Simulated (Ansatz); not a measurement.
# Relaxing Sn

The calculation used DFT r2SCAN, scalar-relativistic, plane waves, PAW (Ansatz 0.2.0). Settings: 500 eV cutoff, 12×12×12 k-mesh, Gaussian smearing of 0.10 eV, no spin polarisation.

What was changed: relaxed at 5 GPa.

Command:

```bash
ansatz run input.yaml --threads 1 --pin off --max-ram 2560MiB --backend cpu --events-out ev --progress --plain --runs-dir out
```

Input:

```yaml
crystal:
  lattice:
    - [0.0, 3.1776789532, 3.1776789532]
    - [3.1776789532, 0.0, 3.1776789532]
    - [3.1776789532, 3.1776789532, 0.0]
  atoms:
    - { symbol: Sn, position: [0.0, 0.0, 0.0] }
    - { symbol: Sn, position: [0.25, 0.25, 0.25] }
basis:
  ecutwfc: 500
kpoints:
  mp_grid: { grid: [12, 12, 12] }
hamiltonian:
  xc: r2scan
scf:
  occupations: { method: gaussian, width: 0.1 }
output:
  forces: true
  stress: true
  eigenvalues: true
  write_density: true
  write_potential: true
  elf: true
  volumetric_format: npy
relax:
  adjacent_minimum: "off"
  f_tol: 0.008
  max_steps: 50
  cell: { stress_tol: 0.08, p_target: 5.0 }
```

F is the free energy. Steps run on the plane waves of an earlier cell, but the last one, and at times one on the way, on a freshly chosen basis, so a repeated geometry can differ a little in energy. The relaxation lowers the enthalpy F + PV at the target pressure, so F itself can rise.

Steps:

| step | F − F(1) (eV) | largest force component (eV/Å) | V (Å³/atom) | P (GPa) |
| --- | --- | --- | --- | --- |
| 1 | 0.0000 | 0.000 | 32.087 | 5.33 |
| 2 | -0.0226 | 0.000 | 32.453 | 4.59 |
| 3 | -0.0103 | 0.000 | 32.248 | 5.00 |
| 4 | -0.0103 | 0.000 | 32.248 | 5.00 |

Relaxed structure:

```xyz
2
Lattice="0.0000 3.1830 3.1830 3.1830 0.0000 3.1830 3.1830 3.1830 0.0000" Properties=species:S:1:pos:R:3 pbc="T T T"
Sn    0.0000    0.0000    0.0000
Sn    1.5915    1.5915    1.5915
```

Symmetry: Fd-3m, No. 227, cubic system. Conventional cell: a = 6.366 Å, b = 6.366 Å, c = 6.366 Å, α = 90.00°, β = 90.00°, γ = 90.00°. Around Sn (site symmetry -43m) lie 4 Sn at 2.76 Å.

The run converged. Time: 80 s on 1 thread of Intel(R) Xeon(R) Processor @ 2.50GHz (Skylake/Cascade Lake), on a shared host, peak memory 0.63 GiB.